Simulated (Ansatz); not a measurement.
Geometry optimisation, DFT LDA, scalar-relativistic, plane waves, PAW in Ansatz.

Input file:

```yaml
crystal:
  lattice:
    - [0.0, 5.43, 5.43]
    - [5.43, 0.0, 5.43]
    - [5.43, 5.43, 0.0]
  atoms:
    - { symbol: Si, position: [0.0, 0.0, 0.0] }
    - { symbol: Si, position: [0.125, 0.125, 0.125] }
    - { symbol: Si, position: [0.0, 0.0, 0.5] }
    - { symbol: Si, position: [0.125, 0.125, 0.625] }
    - { symbol: Si, position: [0.0, 0.5, 0.0] }
    - { symbol: Si, position: [0.125, 0.625, 0.125] }
    - { symbol: Si, position: [0.0, 0.5, 0.5] }
    - { symbol: Si, position: [0.125, 0.625, 0.625] }
    - { symbol: Si, position: [0.5, 0.0, 0.0] }
    - { symbol: Si, position: [0.625, 0.125, 0.125] }
    - { symbol: Si, position: [0.5, 0.0, 0.5] }
    - { symbol: Si, position: [0.625, 0.125, 0.625] }
    - { symbol: Si, position: [0.5, 0.5, 0.0] }
    - { symbol: Si, position: [0.625, 0.625, 0.125] }
    - { symbol: Si, position: [0.5, 0.5, 0.5] }
    - { symbol: Si, position: [0.625, 0.625, 0.625] }
    - { symbol: H, position: [0.5527742, 0.8100879, 0.8123707], spin: 1.0 }
magnetization:
  spin_polarized: true
basis:
  ecutwfc: 420.0
kpoints:
  mp_grid: { grid: [2, 2, 2] }
hamiltonian:
  xc: lda
scf:
  occupations: { method: fermi_dirac, width: 0.02 }
  lower_state_search: "off"
relax:
  f_tol: 0.03
  max_steps: 60
  adjacent_minimum: "off"
output:
  write_density: true
  write_potential: true
  elf: true
  volumetric_format: npy
```

Command:

```bash
$ ansatz run input.yaml --threads 2 --pin off --max-ram 5120MiB --backend cpu --events-out ev --progress --plain --runs-dir out
```

Question: Where does it end, and by what steps?

Answer: The forces met the threshold. The force dipped under the threshold on the way, but the program's further checks kept it going. Limits of this set-up: coarse k mesh. After 10 steps the energy has fallen by 0.237 eV; H17 moved furthest, 0.87 Å.

```tsv
step	energy less start (eV)	largest force component (eV/Å)	accepted
0	0.0000	0.151	yes
1	-0.0086	0.095	yes
2	-0.0449	0.297	yes
3	-0.1240	0.488	yes
4	-0.1435	0.953	yes
5	-0.2090	0.187	yes
6	-0.2267	0.107	yes
7	-0.2297	0.147	yes
8	-0.2339	0.102	yes
9	-0.2366	0.012	yes
10	-0.2366	0.012	yes
```

```xyz
17
Lattice="0.0000 5.4300 5.4300 5.4300 0.0000 5.4300 5.4300 5.4300 0.0000" Properties=species:S:1:pos:R:3
Si 0.012 0.035 0.035
Si 1.359 1.394 1.394
Si 2.732 2.739 0.047
Si 4.093 4.108 1.384
Si 2.732 0.048 2.738
Si 4.092 1.384 4.108
Si 5.447 2.765 2.765
Si 6.826 4.109 4.108
Si 0.012 2.754 2.753
Si 1.381 4.109 4.108
Si 2.747 5.457 2.761
Si 4.094 6.833 4.109
Si 2.747 2.762 5.456
Si 4.093 4.110 6.832
Si 5.447 5.453 5.452
Si 6.792 6.823 6.823
H 8.505 6.829 6.827
```

Whether the end is a true minimum wasn't checked by a vibrational analysis.

Run time: 85 s on 2 threads of Arm Neoverse V2, on a shared host, peak memory 0.65 GiB.
